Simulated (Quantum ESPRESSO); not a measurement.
**MgO: dielectric tensor with PBEsol**

**What was measured.**

From “Electronic structure of alkaline earth and post-transition metal oxides”, 2009, arxiv:0908.1581, for a bulk crystal of MgO: band gap 7.83 eV.

From “Infrared Optical Properties of Ferropericlase (Mg1-xFexO): Experiment and Theory”, 2007, arxiv:0704.2267, for a bulk crystal of MgO at 295 K: high-frequency dielectric constant 2.95 ± 0.1.

The system is MgO.

```
Mg O
1.0
     0.00000    2.09700    2.09700
     2.09700    0.00000    2.09700
     2.09700    2.09700    0.00000
Mg O
1 1
Direct
  0.00000 0.00000 0.00000
  0.50000 0.50000 0.50000
```

The cell is a database's computed one.

```yaml
Program: Quantum ESPRESSO 7.5
Task: dielectric tensor
Functional: PBEsol
Potentials_or_basis: PseudoDojo 0.4.1 SR PBEsol standard
Cutoff: 1143 eV
Density_cutoff: 4572 eV
k_mesh: 8 × 8 × 8
Occupations: fermi-dirac, width 0.05 eV
Spin: no spin polarisation
Mixing_beta: 0.5
Most_SCF_iterations: 120
SCF_threshold: 4e-10 Ry
```

The pressure is 2.3 GPa, the band gap on the k mesh is 4.79 eV, direct and the electronic dielectric tensor (diagonal) is 3.22. The born charges (mean of the diagonal) is Mg +1.98; O -1.98 e.

Levels at points of the mesh, in eV from the valence-band top:
```tsv
k point	band 4	band 5	band 6	band 7	band 8	band 9	band 10	band 11	band 12	band 13
(0.00, 0.00, 0.00)	-38.83	-17.20	0.00	0.00	0.00	4.79	15.86	15.86	15.86	19.60
(0.00, 0.00, -0.50)	-38.84	-15.82	-4.71	-0.66	-0.66	7.85	12.65	16.33	16.33	21.07
(0.00, -0.50, -0.50)	-38.86	-15.59	-4.15	-1.37	-1.37	9.04	10.04	13.09	19.03	19.03
```

Electronic dielectric tensor:
```
3.22 0.00 0.00
0.00 3.22 0.00
0.00 0.00 3.22
```

Born effective charge tensors (e):
atom 1, Mg
```
1.98 0.00 0.00
0.00 1.98 0.00
0.00 0.00 1.98
```
atom 2, O
```
-1.98  0.00  0.00
 0.00 -1.98  0.00
 0.00  0.00 -1.98
```

It took 42 s on 1 thread of Intel(R) Xeon(R) 6975P-C (Granite Rapids), with other jobs on the host, peak memory 0.05 GiB.

Measured gap of MgO: 7.83 eV (quoted in “Electronic structure of alkaline earth and post-transition metal oxides”, 2009, arxiv:0908.1581). This calculation gives 4.79 eV (-3.04 eV). The value is that of PBEsol, without temperature or zero-point motion. Semilocal functionals fall short of measured gaps as a rule. The cell is a database's relaxed one, not the measured one, which moves gaps too. Measured high-frequency dielectric constant of MgO: 2.95 (295 K; “Infrared Optical Properties of Ferropericlase (Mg1-xFexO): Experiment and Theory”, 2007, arxiv:0704.2267). This calculation gives 3.22 (+9.0 %).

Caveat: on a mesh that holds Γ this program's dielectric tensor can be off by some percent beyond the error of the mesh.
